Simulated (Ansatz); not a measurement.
# Sr3CaF8: the cell at several levels of theory

How does the equilibrium cell of Sr3CaF8 in the fluorite host structure depend on the functional? It is relaxed with PBE, r2SCAN and PBEsol. This is a trial cell built on a prototype, not taken from a measured structure, and it needn't be the compound's ground state.

Code: Ansatz 0.2.0. PAW datasets, plane waves, zero pressure. Note: simulated data, non-magnetic, for a generated structure that need not be the stable one.

**1. The cell**

It is orthorhombic, Cmmm (No. 65); conventional cell a = 8.104 Å, b = 11.461 Å, c = 4.052 Å, 15.68 Å³ an atom. Near Sr stand 8 F at 2.48 Å; near F stand 2 Sr at 2.48 Å and 2 Ca at 2.48 Å; near F stand 4 Sr at 2.48 Å; near F stand 3 Sr at 2.48 Å and 1 Ca at 2.48 Å.

The structure in full:

```
Sr F Ca
1.0
     4.05202   -5.73043    0.00000
     4.05202    5.73043    0.00000
     0.00000    0.00000    4.05202
Sr F Ca
3 8 1
Direct
  0.00000 0.00000 0.00000
  0.50000 0.00000 0.50000
  0.00000 0.50000 0.50000
  0.37500 0.62500 0.50000
  0.12500 0.87500 0.50000
  0.87500 0.62500 0.00000
  0.62500 0.87500 0.00000
  0.37500 0.12500 0.00000
  0.12500 0.37500 0.00000
  0.87500 0.12500 0.50000
  0.62500 0.37500 0.50000
  0.50000 0.50000 0.00000
```

**2. Relaxation with PBE**

Input file input.yaml:

```yaml
crystal:
  lattice:
    - [4.05202292, -5.73042577, 0.0]
    - [4.05202292, 5.73042577, 0.0]
    - [0.0, 0.0, 4.05202292]
  atoms:
    - { symbol: Sr, position: [0.0, 0.0, 0.0] }
    - { symbol: F, position: [0.375, 0.625, 0.5] }
    - { symbol: F, position: [0.125, 0.875, 0.5] }
    - { symbol: Sr, position: [0.5, 0.0, 0.5] }
    - { symbol: F, position: [0.875, 0.625, 0.0] }
    - { symbol: F, position: [0.625, 0.875, 0.0] }
    - { symbol: Sr, position: [0.0, 0.5, 0.5] }
    - { symbol: F, position: [0.375, 0.125, 0.0] }
    - { symbol: F, position: [0.125, 0.375, 0.0] }
    - { symbol: Ca, position: [0.5, 0.5, 0.0] }
    - { symbol: F, position: [0.875, 0.125, 0.5] }
    - { symbol: F, position: [0.625, 0.375, 0.5] }
kpoints:
  mp_grid: { grid: [4, 4, 6] }
hamiltonian:
  xc: pbe
scf:
  occupations: { method: fermi_dirac, width: 0.02 }
relax:
  f_tol: 0.005
  cell: {}
```

After this run come: Relaxing with r2SCAN; PBEsol: cell and atoms.

**Question.** What will these runs give? Wanted: for each run, a; b; c; volume; space group; SCF geometries.

**Answer**, as computed:

```
 level  a (Å)   b (Å)  c (Å)  volume (Å³/atom)  space group  SCF geometries
   PBE  8.153  11.555  4.086            16.038         Cmmm               7
r2SCAN  8.057  11.422  4.036            15.476         Cmmm               6
PBEsol  8.017  11.364  4.017            15.249         Cmmm               8
```

From the start to the first minimum the volume moved by +2.3 %. The volume runs from PBEsol (least) to PBE (most), a spread of 5.2 %, or 1.7 % in length if all axes shared it alike.
